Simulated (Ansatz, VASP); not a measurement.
InSb: VASP beside Ansatz

```
CELL_PARAMETERS angstrom
0.00000 3.17432 3.23910
3.17432 0.00000 3.23910
3.17432 3.17432 0.00000
ATOMIC_POSITIONS crystal
In 0.00000 0.00000 0.00000
Sb 0.75000 0.75000 0.75000
```

Change from the starting cell: equal xx and yy strain of -2 %.

Alike in both runs: task single point; functional PBE; k mesh 10 × 10 × 10; occupations fermi-dirac, width 0.03 eV; no spin polarisation.

|  | VASP | Ansatz |
| --- | --- | --- |
| version | VASP 6.6.1 | Ansatz 0.2.0 |
| potentials or method | VASP PAW PBE potentials, release 64 (In_d, Sb), cutoff 520 eV | all-electron LAPW, scalar-relativistic |

|  | VASP | Ansatz | Ansatz less VASP |
| --- | --- | --- | --- |
| pressure (GPa) | 5.4 | 5.4 | +0.04 |
| largest component of the traceless stress (GPa) | 0.35 | 0.35 | -0.002 |

Ansatz ran all-electron here, so the differences hold the error of VASP's frozen core and of both bases.

Spin-orbit coupling is left out, which matters for the levels of Sb.
